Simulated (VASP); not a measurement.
# AlP in VASP: a series of runs, part 2 of 3

VASP 6.6.1.

### Step 3. Work function, PBEsol

This run uses another cell than the first one, of 24.28 Å³/atom, 0.627 times its volume.

INCAR

```
ALGO = Fast
DIPOL = 0.5 0.5 0.500
EDIFF = 1E-7
ENCUT = 520
GGA = PS
IDIPOL = 3
ISIF = 2
ISMEAR = 0
KPAR = 8
LASPH = True
LCHARG = True
LDIPOL = True
LREAL = False
LVACPOTAV = True
LVHAR = True
LWAVE = False
NELM = 80
PREC = Accurate
SIGMA = 0.05
```

KPOINTS

```
k-points
0
Gamma
  4 6 1
```

POSCAR

```
AlP
1.0
    5.4510000000      0.0000000000      0.0000000000
    0.0000000000      3.8544390640      0.0000000000
    0.0000000000      0.0000000000     18.4905367259
Al P
8 8
Direct
    0.5000000000      0.5000000000      0.1352042960
    0.0000000000      0.0000000000      0.2394316400
    0.5000000000      0.5000000000      0.3436589841
    0.0000000000      0.0000000000      0.4478863280
    0.5000000000      0.5000000000      0.5521136720
    0.0000000000      0.0000000000      0.6563410159
    0.5000000000      0.5000000000      0.7605683600
    0.0000000000      0.0000000000      0.8647957040
    0.7500000000      0.0000000000      0.1352042960
    0.2500000000      0.5000000000      0.2394316400
    0.7500000000      0.0000000000      0.3436589841
    0.2500000000      0.5000000000      0.4478863280
    0.7500000000      0.0000000000      0.5521136720
    0.2500000000      0.5000000000      0.6563410159
    0.7500000000      0.0000000000      0.7605683600
    0.2500000000      0.5000000000      0.8647957040
```

Potentials or basis: VASP PAW PBE potentials, release 64 (Al, P).

Launch:

```sh
$ cat potpaw_PBE.64/Al/POTCAR potpaw_PBE.64/P/POTCAR > POTCAR
$ mpirun -np 8 vasp_std > vasp.out
```

OUTCAR:

```text
EDIFF = 1E-7
   ENCUT = 520
   GGA = PS
   ISIF = 2
   ISMEAR = 0
   LASPH = True
   LREAL = False
   NELM = 80
   PREC = Accurate

 ion  position               nearest neighbor table
   1  0.500  0.500  0.135-   9 2.36   9 2.36  10 2.36
   2  0.000  0.000  0.239-  10 2.36  10 2.36   9 2.36  11 2.36
   3  0.500  0.500  0.344-  12 2.36  11 2.36  11 2.36  10 2.36
   4  0.000  0.000  0.448-  11 2.36  12 2.36  12 2.36  13 2.36
   5  0.500  0.500  0.552-  14 2.36  13 2.36  13 2.36  12 2.36
   6  0.000  0.000  0.656-  13 2.36  14 2.36  14 2.36  15 2.36
   7  0.500  0.500  0.761-  15 2.36  15 2.36  16 2.36  14 2.36
   8  0.000  0.000  0.865-  16 2.36  16 2.36  15 2.36
   9  0.750  0.000  0.135-   1 2.36   1 2.36   2 2.36
  10  0.250  0.500  0.239-   2 2.36   2 2.36   1 2.36   3 2.36
  11  0.750  0.000  0.344-   4 2.36   3 2.36   3 2.36   2 2.36
  12  0.250  0.500  0.448-   3 2.36   4 2.36   4 2.36   5 2.36
  13  0.750  0.000  0.552-   6 2.36   5 2.36   5 2.36   4 2.36
  14  0.250  0.500  0.656-   5 2.36   6 2.36   6 2.36   7 2.36
  15  0.750  0.000  0.761-   7 2.36   7 2.36   8 2.36   6 2.36
  16  0.250  0.500  0.865-   8 2.36   8 2.36   7 2.36

  LATTYP: Found a simple orthorhombic cell.
 ALAT       =     3.8544390640
 B/A-ratio  =     1.4142135625
 C/A-ratio  =     4.7972056164

  Lattice vectors:

 A1 = (   0.0000000000,  -3.8544390640,   0.0000000000)
 A2 = (   5.4510000000,   0.0000000000,   0.0000000000)
 A3 = (   0.0000000000,   0.0000000000,  18.4905367259)

Analysis of symmetry for initial positions (statically):
=====================================================================
 Subroutine PRICEL returns:
 Original cell was already a primitive cell.

 Routine SETGRP: Setting up the symmetry group for a
 simple orthorhombic supercell.

 Subroutine GETGRP returns: Found  4 space group operations
 (whereof  2 operations were pure point group operations)
 out of a pool of  8 trial point group operations.

The static configuration has the point symmetry C_1h.
[... 159 lines left out ...]
   LEPSILON=     F    determine dielectric tensor
   LRPA    =     F    only Hartree local field effects (RPA)
 non-spin polarized calculation
 RMM-DIIS sequential band-by-band and
 Gauss-broadening in eV      SIGMA  =   0.05
  energy-cutoff  :      520.00
  volume of cell :      388.50
 maximum number of plane-waves:     10522
 NGX is ok and might be reduce to    42
   NGX = 21   NGY = 15   NGZ = 69

 dipolmoment           0.000000      0.000000      0.000000 electrons x Angstroem

 number of electron      64.0000007 magnetization

 dipolmoment           0.000000      0.000000     -0.000000 electrons x Angstroem

 Free energy of the ion-electron system (eV)
  ---------------------------------------------------
  ext. energy  EPLUGINS =         0.00000000
  ---------------------------------------------------
  free energy    TOTEN  =       -84.03241907 eV

  energy without entropy =      -84.03241907  energy(sigma->0) =      -84.03241907

 E-fermi :   3.3439     XC(G=0):  -8.4067

 val. band max:        3.1112525039   @ k =   0.2500   0.1667   0.0000
 cond. band min:       4.1610542410   @ k =   0.0000   0.5000   0.0000
 fundamental gap:      1.0498017371
 Fermi energy:         3.3438657175

 k-point     1 :       0.0000    0.0000    0.0000
  band No.  band energies     occupation
      1      -8.4827      2.00000
      2      -8.1613      2.00000
      3      -7.6883      2.00000
      4      -7.0735      2.00000
      5      -6.5045      2.00000
      6      -6.2350      2.00000
[... 517 lines left out ...]
     40       7.1982      0.00000
     41       7.4735      0.00000

------------------------ aborting loop because EDIFF is reached ----------------------------------------

  FORCE on cell =-STRESS in cart. coord.  units (eV):
  Direction    XX          YY          ZZ          XY          YZ          ZX
  --------------------------------------------------------------------------------------
  -------------------------------------------------------------------------------------
  Total       -2.3529795     -1.3975773      0.1779370      0.0000000      0.0000000      0.0000000
  in kB       -9.7038001     -5.7636759      0.7338206      0.0000000      0.0000000      0.0000000
  external PRESSURE =      -4.9112184 kB  Pullay stress =       0.0000000 kB

 VOLUME and BASIS-vectors are now :
 -----------------------------------------------------------------------------
  energy-cutoff  :      520.00
  volume of cell :      388.50
      direct lattice vectors                 reciprocal lattice vectors
     5.451000000  0.000000000  0.000000000     0.183452578  0.000000000  0.000000000
     0.000000000  3.854439064  0.000000000     0.000000000  0.259441123  0.000000000
     0.000000000  0.000000000 18.490536726     0.000000000  0.000000000  0.054081718

 POSITION                                       TOTAL-FORCE (eV/Angst)
 -----------------------------------------------------------------------------------
      2.72550      1.92722      2.50000         1.313663      0.000000      1.340114
      0.00000      0.00000      4.42722        -0.371706      0.000000      0.024456
      2.72550      1.92722      6.35444         0.250466      0.000000      0.093009
      0.00000      0.00000      8.28166        -0.040675      0.000000     -0.023039
      2.72550      1.92722     10.20888        -0.040675      0.000000      0.023039
      0.00000      0.00000     12.13610         0.250466      0.000000     -0.093009
[... 8 lines left out ...]
      4.08825      0.00000     14.06332        -0.537353      0.000000      0.533424
      1.36275      1.92722     15.99054        -0.576412      0.000000      1.230181
 -----------------------------------------------------------------------------------
    total drift:                                0.000662     -0.000000     -0.000000

  FREE ENERGIE OF THE ION-ELECTRON SYSTEM (eV)
  ---------------------------------------------------
  free  energy   TOTEN  =       -84.0324190655 eV

  energy  without entropy=      -84.0324190655  energy(sigma->0) =      -84.03241907
```

OSZICAR:

```text
N       E                     dE             d eps       ncg     rms          rms(c)
DAV:   1     0.226407754567E+03    0.22641E+03   -0.23814E+04   984   0.126E+03
DAV:   2    -0.625837971122E+02   -0.28899E+03   -0.27495E+03  1264   0.185E+02
[... 11 lines left out ...]
RMM:  14    -0.840324129924E+02   -0.69129E-06   -0.17422E-04  1287   0.467E-02    0.111E-02
RMM:  15    -0.840324169729E+02   -0.39805E-05   -0.43680E-05  1370   0.208E-02    0.609E-03
RMM:  16    -0.840324193287E+02   -0.23558E-05   -0.18590E-05  1198   0.120E-02    0.761E-03
RMM:  17    -0.840324189627E+02    0.36605E-06   -0.34970E-06  1176   0.634E-03    0.227E-03
RMM:  18    -0.840324191276E+02   -0.16496E-06   -0.14853E-06  1115   0.445E-03    0.123E-03
RMM:  19    -0.840324190655E+02    0.62136E-07   -0.51630E-07   930   0.237E-03
   1 F= -.84032419E+02 E0= -.84032419E+02  d E =-.187438E-11
```

stdout:

```text
POSCAR found type information on POSCAR AlP
 POSCAR found :  2 types and      16 ions
 scaLAPACK will be used
 -----------------------------------------------------------------------------
|                                                                             |
[... 92 lines left out ...]
|     field-free region was found. Please increase the size of  your cell     |
|     in the dimension of the dipole correction to obtain accurate            |
|     workfunction values.                                                    |
|                                                                             |
 -----------------------------------------------------------------------------
```

It took 73 s on 8 MPI ranks of Intel Xeon Platinum 8488C (Sapphire Rapids), shared host; peak memory 0.49 GiB.

What came out:

```
Free energy            : -84.0324 eV
Largest force          : 1.877 eV/Å
Band gap on the k mesh : 1.05 eV, indirect (least direct gap 1.15 eV)
```

Forces on the atoms (eV/Å):
```
Al   1.314  0.000  1.340
Al  -0.372  0.000  0.024
Al   0.250  0.000  0.093
Al  -0.041  0.000 -0.023
Al  -0.041  0.000  0.023
Al   0.250  0.000 -0.093
Al  -0.372  0.000 -0.024
Al   1.314  0.000 -1.340
P   -0.576  0.000 -1.230
P   -0.537  0.000 -0.533
P   -0.001  0.000  0.128
P   -0.037  0.000 -0.102
P   -0.037  0.000  0.102
P   -0.001  0.000 -0.128
P   -0.537  0.000  0.533
P   -0.576  0.000  1.230
```

Caveat: the PAW data sets were made with another functional, which shifts forces and pressure a little.

### Step 4. Work function, PBEsol

This run uses another cell than the first one, of 30.85 Å³/atom, 0.797 times its volume.

INCAR is that of step 3.

KPOINTS is that of step 3.

POSCAR

```
AlP
1.0
    5.4510000000      0.0000000000      0.0000000000
    0.0000000000      3.8544390640      0.0000000000
    0.0000000000      0.0000000000     23.4905367259
Al P
8 8
Direct
    0.5000000000      0.5000000000      0.2128516712
    0.0000000000      0.0000000000      0.2948940509
    0.5000000000      0.5000000000      0.3769364306
    0.0000000000      0.0000000000      0.4589788102
    0.5000000000      0.5000000000      0.5410211898
    0.0000000000      0.0000000000      0.6230635694
    0.5000000000      0.5000000000      0.7051059491
    0.0000000000      0.0000000000      0.7871483288
    0.7500000000      0.0000000000      0.2128516712
    0.2500000000      0.5000000000      0.2948940509
    0.7500000000      0.0000000000      0.3769364306
    0.2500000000      0.5000000000      0.4589788102
    0.7500000000      0.0000000000      0.5410211898
    0.2500000000      0.5000000000      0.6230635694
    0.7500000000      0.0000000000      0.7051059491
    0.2500000000      0.5000000000      0.7871483288
```

Potentials or basis: VASP PAW PBE potentials, release 64 (Al, P).

Launch:

```sh
$ cat potpaw_PBE.64/Al/POTCAR potpaw_PBE.64/P/POTCAR > POTCAR
$ mpirun -np 8 vasp_std > vasp.out
```

OUTCAR:

```text
EDIFF = 1E-7
   ENCUT = 520
   GGA = PS
   ISIF = 2
   ISMEAR = 0
   LASPH = True
   LREAL = False
   NELM = 80
   PREC = Accurate

 ion  position               nearest neighbor table
   1  0.500  0.500  0.213-   9 2.36   9 2.36  10 2.36
   2  0.000  0.000  0.295-  10 2.36  10 2.36  11 2.36   9 2.36
   3  0.500  0.500  0.377-  12 2.36  11 2.36  11 2.36  10 2.36
   4  0.000  0.000  0.459-  13 2.36  11 2.36  12 2.36  12 2.36
   5  0.500  0.500  0.541-  12 2.36  14 2.36  13 2.36  13 2.36
   6  0.000  0.000  0.623-  13 2.36  14 2.36  14 2.36  15 2.36
   7  0.500  0.500  0.705-  15 2.36  15 2.36  16 2.36  14 2.36
   8  0.000  0.000  0.787-  16 2.36  16 2.36  15 2.36
   9  0.750  0.000  0.213-   1 2.36   1 2.36   2 2.36
  10  0.250  0.500  0.295-   2 2.36   2 2.36   3 2.36   1 2.36
  11  0.750  0.000  0.377-   4 2.36   3 2.36   3 2.36   2 2.36
  12  0.250  0.500  0.459-   5 2.36   3 2.36   4 2.36   4 2.36
  13  0.750  0.000  0.541-   4 2.36   6 2.36   5 2.36   5 2.36
  14  0.250  0.500  0.623-   5 2.36   6 2.36   6 2.36   7 2.36
  15  0.750  0.000  0.705-   7 2.36   7 2.36   8 2.36   6 2.36
  16  0.250  0.500  0.787-   8 2.36   8 2.36   7 2.36

  LATTYP: Found a simple orthorhombic cell.
 ALAT       =     3.8544390640
 B/A-ratio  =     1.4142135625
[... 215 lines left out ...]
      3      -9.3986      2.00000
      4      -8.7863      2.00000
      5      -8.2136      2.00000
      6      -7.9510      2.00000
[... 517 lines left out ...]
     40       5.4707      0.00000
     41       5.6835      0.00000

------------------------ aborting loop because EDIFF is reached ----------------------------------------

  FORCE on cell =-STRESS in cart. coord.  units (eV):
  Direction    XX          YY          ZZ          XY          YZ          ZX
  --------------------------------------------------------------------------------------
  -------------------------------------------------------------------------------------
  Total       -2.4164654     -1.4062938      0.6844722      0.0000000      0.0000000      0.0000000
  in kB       -7.8444203     -4.5651635      2.2219593      0.0000000      0.0000000      0.0000000
  external PRESSURE =      -3.3958749 kB  Pullay stress =       0.0000000 kB

 VOLUME and BASIS-vectors are now :
 -----------------------------------------------------------------------------
  energy-cutoff  :      520.00
  volume of cell :      493.55
      direct lattice vectors                 reciprocal lattice vectors
     5.451000000  0.000000000  0.000000000     0.183452578  0.000000000  0.000000000
     0.000000000  3.854439064  0.000000000     0.000000000  0.259441123  0.000000000
     0.000000000  0.000000000 23.490536726     0.000000000  0.000000000  0.042570334

 POSITION                                       TOTAL-FORCE (eV/Angst)
 -----------------------------------------------------------------------------------
      2.72550      1.92722      5.00000         1.342581      0.000000      1.440557
      0.00000      0.00000      6.92722        -0.379135      0.000000      0.023458
      2.72550      1.92722      8.85444         0.256578      0.000000      0.089979
      0.00000      0.00000     10.78166        -0.039530      0.000000     -0.025581
      2.72550      1.92722     12.70888        -0.039530      0.000000      0.025581
      0.00000      0.00000     14.63610         0.256578      0.000000     -0.089979
[... 8 lines left out ...]
      4.08825      0.00000     16.56332        -0.550501      0.000000      0.528993
      1.36275      1.92722     18.49054        -0.583271      0.000000      1.210525
 -----------------------------------------------------------------------------------
    total drift:                               -0.000119     -0.000000      0.000000

  FREE ENERGIE OF THE ION-ELECTRON SYSTEM (eV)
  ---------------------------------------------------
  free  energy   TOTEN  =       -83.9635271804 eV

  energy  without entropy=      -83.9635271804  energy(sigma->0) =      -83.96352718

 vacuum level on the upper side and lower side of the slab         6.354         6.354
```

stdout:

```text
POSCAR found type information on POSCAR AlP
 POSCAR found :  2 types and      16 ions
 scaLAPACK will be used
 -----------------------------------------------------------------------------
|                                                                             |
[... 42 lines left out ...]
|     field-free region was found. Please increase the size of  your cell     |
|     in the dimension of the dipole correction to obtain accurate            |
|     workfunction values.                                                    |
|                                                                             |
 -----------------------------------------------------------------------------
```

Wall time 1.8 min (8 MPI ranks of Intel Xeon Platinum 8488C (Sapphire Rapids), shared host); peak memory 0.6 GiB.

Results:

```yaml
Free_energy: -83.9635 eV
Largest_force: 1.969 eV/Å
Band_gap_on_the_k_mesh: 1.04 eV, indirect (least direct gap 1.11 eV)
Ionisation_potential_of_the_upper_face: 4.96 eV
```

Forces in eV/Å, atoms in the order of the input:
```
Al   1.343  0.000  1.441
Al  -0.379  0.000  0.023
Al   0.257  0.000  0.090
Al  -0.040  0.000 -0.026
Al  -0.040  0.000  0.026
Al   0.257  0.000 -0.090
Al  -0.379  0.000 -0.023
Al   1.343  0.000 -1.441
P   -0.583  0.000 -1.211
P   -0.551  0.000 -0.529
P   -0.005  0.000  0.130
P   -0.042  0.000 -0.096
P   -0.042  0.000  0.096
P   -0.005  0.000 -0.130
P   -0.551  0.000  0.529
P   -0.583  0.000  1.211
```

Caveat: the PAW data sets were made with another functional, which shifts forces and pressure a little.

(Continued in part 3 of 3.)
